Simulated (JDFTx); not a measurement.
Set up this calculation in JDFTx 1.7.0 (patched build), as the native input.

```yaml
Task: single point
Functional: PBEsol
Potentials_or_basis: PseudoDojo-SR-PBEsol-0.4.1-standard with smoothed tails
Cutoff: 1116 eV
Density_cutoff: 8925 eV
k_mesh: 12 × 12 × 3
Occupations: fermi-dirac, width 0.05 eV
Spin: no spin polarisation
Local_potential_set_to_-Z/r_beyond: 6 bohr
Bands: 9
Density_cutoff_over_wavefunction_cutoff: 8
Max_SCF_steps: 100
SCF_threshold_on_the_energy: 1e-09 Ha
Solver_of_the_electrons: scf
Further_solve_for_the_empty_bands: yes
```

The system is C, a slab with vacuum.

```
C
1.0
     2.45617    0.00000    0.00000
    -1.22809    2.12711    0.00000
     0.00000    0.00000    8.52380
C
2
Direct
  0.65630 0.33472 0.99940
  0.32410 0.66274 0.99900
```

The slab is cut from a database's or a generator's crystal, which needn't be the stable form of the element.

The cell isn't the ideal one: atoms moved at random, drawn with an rms of 0.05 Å.

The input as run:

C.in

```
lattice \
    4.6414889220    -2.3207444610     0.0000000000 \
    0.0000000000     4.0196473179     0.0000000000 \
    0.0000000000     0.0000000000    16.1076538906
coords-type Lattice
ion C      0.6562970000     0.3347220000    -0.0005970000 1
ion C      0.3241040000     0.6627440000    -0.0010040000 1

ion-species pseudo/C.upf
elec-cutoff 41 328
elec-ex-corr gga-PBEsol
kpoint-folding 12 12 3
elec-smearing Fermi 0.0018374661
elec-n-bands 9
electronic-SCF nIterations 100 energyDiffThreshold 1e-09
electronic-minimize nIterations 30 energyDiffThreshold 1e-7
converge-empty-states yes
forces-output-coords Cartesian

dump-name run.$VAR
dump End Ecomponents EigStats BandEigs Kpoints Forces Stress ElecDensity Dtot KEdensity
```

Potentials or basis: PseudoDojo-SR-PBEsol-0.4.1-standard with smoothed tails.

Command:

```bash
$ jdftx -c 1 -i C.in -o C.out
```

Results of the run:

| Property | Result |
| --- | --- |
| Largest force | 0.714 eV/Å |
| Band gap on the k mesh | 0.20 eV, direct |

Caveat: the empty levels aren't tightly converged.

Run time: 2.7 min on 1 thread of Intel(R) Xeon(R) 6975P-C (Granite Rapids), with other jobs on the host, peak memory 0.39 GiB.
